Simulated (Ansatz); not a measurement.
Crystal: MgO.

```xyz
2
Lattice="0.0000 2.0970 2.0970 2.0970 0.0000 2.0970 2.0970 2.0970 0.0000" Properties=species:S:1:pos:R:3 pbc="T T T"
Mg    0.0000    0.0000    0.0000
O     2.0970    2.0970    2.0970
```

The cell is a database's computed one.

Base run:

| Quantity | Value |
| --- | --- |
| Program | Ansatz 0.2.0 |
| Functional | revPBE |
| Potentials or basis | all-electron LAPW, scalar-relativistic |
| Cutoff | 316 eV (chosen from the basis error) |
| Basis error allowed | 0.001 eV/atom |
| k mesh | 11 × 11 × 11 |
| Occupations | fermi-dirac, width 0.05 eV |
| Spin | no spin polarisation |

Its results: band gap on the k mesh 4.95 eV, direct; pressure 10.8 GPa.

**Question.** After a change of settings the same cell gave: band gap on the k mesh 4.76 eV, direct; pressure 2.4 GPa. Which change was it?
A. functional from revPBE to PBE; occupations from fermi-dirac, width 0.05 eV to gaussian, width 0.018 eV
B. functional from revPBE to RPBE; occupations from fermi-dirac, width 0.05 eV to gaussian, width 0.05 eV
C. functional from revPBE to PBEsol

**Answer.** C.

PBEsol binds more tightly than revPBE, so the same cell stands under less pressure.
